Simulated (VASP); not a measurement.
Input of a VASP 6.6.1 run:

Contents of INCAR:

```
SYSTEM = Hf
ALGO = Fast
EDIFF = 1E-7
EDIFFG = -0.002
ENCUT = 350
IBRION = 2
ISIF = 3
ISMEAR = 0
LASPH = .TRUE.
LCHARG = .FALSE.
LREAL = .FALSE.
LWAVE = .FALSE.
NELM = 80
NSW = 80
PREC = Accurate
PSTRESS = 300.0
SIGMA = 0.1
```

KPOINTS

```
k-points
0
G
  8 8 8
  0 0 0
```

File POSCAR:

```
Hf                                      
1.0
   -1.6187732273      1.6187732273      1.6187732273
    1.6187732273     -1.6187732273      1.6187732273
    1.6187732273      1.6187732273     -1.6187732273
  Hf            
     1
Direct
     0.0000000000000000    0.0000000000000000    0.0000000000000000
```

Potentials or basis: VASP PAW LDA potentials, release 64 (Hf_pv).

The run is started by

```bash
$ cat potpaw_LDA.64/Hf_pv/POTCAR > POTCAR
$ mpirun -np 1 vasp_std > vasp.out
```

Problem. Estimate the relaxed volume.

Solution. 16.97 Å³/atom.

Problem. Predict the band gap on the k mesh.

Solution. None (metal or under the smearing width).

Problem. Predict the space group after relaxing (to 0.05 Å).

Solution. Im-3m (No. 229).

The path:
```csv
step,energy change (eV),largest force (eV/Å),pressure (GPa),volume (Å³)
1,0.0000,0.0000,30.07,16.97
2,-0.0032,0.0000,29.86,16.98
3,-0.0012,0.0000,29.97,16.97
4,-0.0009,0.0000,30.02,16.97
```

Caveat: the cell is relaxed towards a set pressure, so the enthalpy falls and the energy may rise. The run has no spin-orbit coupling, so splittings on Hf are missing.
